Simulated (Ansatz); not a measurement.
InSe under changes of volume

One of the cells (29.237 Å³/atom); the others are scaled copies at fixed shape and fractional positions:

```
In Se
1.0
     2.00000    1.15470    8.44000
    -2.00000    1.15470    8.44000
     0.00000   -2.30940    8.44000
In Se
2 2
Direct
  0.88860 0.88860 0.88860
  0.00000 0.00000 0.00000
  0.17190 0.17190 0.17190
  0.38350 0.38350 0.38350
```

| Quantity | Value |
| --- | --- |
| Program | Ansatz 0.2.0 |
| Functional | LDA |
| Potentials or basis | all-electron LAPW, scalar-relativistic |
| Cutoff | 251 eV (chosen from the basis error) |
| Basis error allowed | 0.002 eV/atom |
| k mesh | 8 × 8 × 8 |
| Occupations | fermi-dirac, width 0.05 eV |
| Spin | no spin polarisation |

| volume (Å³/atom) | energy over the lowest point (meV/atom) | pressure (GPa) | gap on the mesh (eV) | largest force (eV/Å) |
| --- | --- | --- | --- | --- |
| 27.483 | ? | ? | ? | ? |
| 28.068 | 0.34 | 0.7 | 0.33 | 0.411 |
| 28.652 | 0.00 | -0.5 | 0.27 | 0.321 |
| 29.237 | 3.59 | -1.5 | 0.22 | 0.237 |
| 29.822 | 10.67 | -2.4 | 0.17 | 0.218 |
| 30.406 | 20.86 | -3.2 | 0.13 | 0.348 |
| 30.991 | 33.79 | -3.9 | 0.09 | 0.469 |

Problem. What does the run at 27.483 Å³/atom give?

Solution. Energy over the lowest point 5.11 meV/atom; pressure 2.0 GPa; gap on the mesh 0.39 eV; largest force 0.506 eV/Å.

Worked out: A Birch-Murnaghan fit of order 3 (a polynomial in V^(-2/3)) to the other rows has its minimum at 28.41 Å³/atom with B0 = V·E''(V) = 55 GPa and B' = 4.8 at fixed shape and positions, which overstates the stiffness. It gives 5.12 meV/atom at 27.483 Å³/atom, against the run's 5.11, and -dE/dV = 2.0 GPa, against 2.0.

Energies are extrapolated to zero smearing.

Caveats: spin-orbit coupling is left out, which moves the levels of the heavy elements.

A mesh can miss the band edges.
